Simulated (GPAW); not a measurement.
Runs of GPAW 26.7.0 on SnO. Symmetry: P4/nmm, No. 129, tetragonal system. Conventional cell: a = 3.814 Å, b = 3.814 Å, c = 4.887 Å, α = 90.00°, β = 90.00°, γ = 90.00°. Around Sn (site symmetry 4mm) lie 4 O at 2.23 Å. O (site symmetry -4m2) is surrounded by 4 Sn at 2.23 Å. The cell is a database's computed one.

| task | level | potentials or basis | cell | k mesh | cutoff (eV) | smearing | response ecut | response k mesh | response bands | kernels | coarser k mesh | gap on the mesh (eV) | pressure (GPa) | largest force (eV/Å) |
| --- | --- | --- | --- | --- | --- | --- | --- | --- | --- | --- | --- | --- | --- | --- |
| dielectric tensor | PBEsol | PAW data sets generated in the run's folder for this functional, pw | as given | 6 × 6 × 5 | 550 | fermi-dirac 0.001 eV | 80 eV | 7 × 7 × 6 | 60 | ["RPA"] | 7 × 7 × 6 | 0.13 | - | - |
| single point | PBEsol | PAW data sets generated in the run's folder for this functional, pw | atoms moved at random, drawn with an rms of 0.05 Å | 7 × 7 × 6 | 800 | fermi-dirac 0.05 eV | - | - | - | - | - | 0.58 | 1.2 | 0.79 |
| single point | PBEsol | PAW data sets generated in the run's folder for this functional, pw | as given | 7 × 7 × 6 | 800 | fermi-dirac 0.05 eV | - | - | - | - | - | 0.36 | -1.2 | (b) |
| band structure | LDA | the program's PAW data sets (release 1.2.1) made for this functional, pw | as given | 6 × 6 × 5 | 800 | fermi-dirac 0.05 eV | - | - | - | - | - | 0.23 | (a) | 0.30 |
| dielectric tensor | AM05 | PAW data sets generated in the run's folder for this functional, pw | as given | 6 × 6 × 5 | 550 | fermi-dirac 0.001 eV | 80 eV | 7 × 7 × 6 | 60 | ["RPA"] | 7 × 7 × 6 | 0.16 | - | - |

Alike in all rows: no spin polarisation.

Problem. Estimate the missing entries.

Solution. (a) -4.1; (b) 0.02.

Caveats: spin-orbit coupling is left out, which moves the levels of the heavy elements; an odd mesh through Γ misses points on the zone boundary, where band edges often lie (some runs); the gap is small at this level, which inflates the dielectric constant (some runs); the long-wavelength limit can be off by a per cent or two (some runs).

A k mesh can miss the band edges, and the runs leave out spin-orbit coupling on Sn.
